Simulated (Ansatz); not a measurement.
## BeO: pressure series

Take BeO in the wurtzite structure (space group P6_3mc, No. 186; a = 2.690 Å, c = 4.370 Å) as the base.

Cell and atoms are relaxed at each pressure.

Method: Ansatz (a first-principles code) r2SCAN, no SOC.

```tsv
pressure (GPa)	band gap (eV)
-2	8.45
-1	8.50
0	8.55
0.3	8.57
1.5	8.62
3	8.70
5	?
7.5	8.90
10	9.01
```

Question: Fit E_g = E₀ + αP + βP² to the rows shown and predict the withheld row.

Answer: Least squares on the printed values gives E₀ = 8.55 eV, α = 49.7 meV/GPa, β = -0.39 meV/GPa² (largest residual 0.00 eV); this predicts 8.79 eV, and the run gives 8.79 eV, in agreement.

Load acts through the strain it causes; cell and atoms are relaxed under it. Whether these cells are dynamically stable was not tested. Competing high-pressure phases were not computed.
